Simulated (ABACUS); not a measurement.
## Ta: equation of state with PBEsol

**Experimental background.**

From “Refinement of the equation of state of tantalum”, 2004, arxiv:cond-mat/0403080, for a bulk crystal of Ta: bulk modulus 194 GPa.

Crystal: Ta.

```xyz
1
Lattice="-1.6513 1.6513 1.6513 1.6513 -1.6513 1.6513 1.6513 1.6513 -1.6513" Properties=species:S:1:pos:R:3 pbc="T T T"
Ta    0.0000    0.0000    0.0000
```

| Item | Value |
| --- | --- |
| Program | ABACUS 3.10.1 |
| Task | equation of state |
| Functional | PBEsol |
| Potentials or basis | PseudoDojo NC SR 0.4.1 PBEsol standard |
| Cutoff | 789 eV |
| Density cutoff | 3157 eV |
| Basis | plane waves |
| k mesh | 9 × 9 × 9 |
| Occupations | fermi-dirac, width 0.05 eV |
| Spin | no spin polarisation |

```yaml
Equilibrium_volume: 17.65 Å³/atom
Bulk_modulus: 190 GPa
Pressure_derivative_of_the_bulk_modulus: "3.7 (rough: it moves with the points fitted)"
```

Energy against volume, from the lowest point:
```tsv
volume (Å³/atom)	energy (meV/atom)
16.930	18.64
17.650	0.00
18.371	16.36
19.091	61.62
```

All runs of the series together: 4.8 s on 4 threads of Intel(R) Xeon(R) Platinum 8488C (Sapphire Rapids), on a shared host.

Measured bulk modulus of Ta: 194 GPa (quoted in “Refinement of the equation of state of tantalum”, 2004, arxiv:cond-mat/0403080). This calculation gives 190 GPa (-2.0 %). The fit is for a static lattice scaled at fixed shape and fixed fractional positions.

The run has no spin-orbit coupling, so splittings on Ta are missing.
